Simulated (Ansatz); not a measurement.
The system is Tl.

```
Tl
1.0
     3.45600    0.00000    0.00000
    -1.72800    2.99298    0.00000
     0.00000    0.00000    5.52500
Tl
2
Direct
  0.66667 0.33333 0.75000
  0.33333 0.66667 0.25000
```

Base run:

* Program: Ansatz 0.2.0
* Functional: revPBE
* Potentials or basis: Ansatz PAW
* Cutoff: 420 eV (not typed: the program's choice for these potentials)
* k mesh: 9 × 9 × 5
* Occupations: fermi-dirac, width 0.05 eV
* Spin: no spin polarisation

Its results: band gap on the k mesh none (metal or under the smearing width); pressure 4.8 GPa.

After a change of settings the same cell gave: band gap on the k mesh none (metal or under the smearing width); pressure 5.4 GPa. Which change was it?
A. functional from revPBE to r2SCAN; cutoff from 420 eV (not typed: the program's choice for these potentials) to 500 eV (not typed: the program's choice for these potentials)
B. functional from revPBE to PBEsol
C. functional from revPBE to RPBE
D. functional from revPBE to LDA

C.

Caveats: spin-orbit coupling is left out, which moves the levels of the heavy elements; the PAW data sets come from PBE, with cores solved anew for the run's functional, which leaves a small shift of forces and pressure.

Runs at the PBE level aren't shown here.
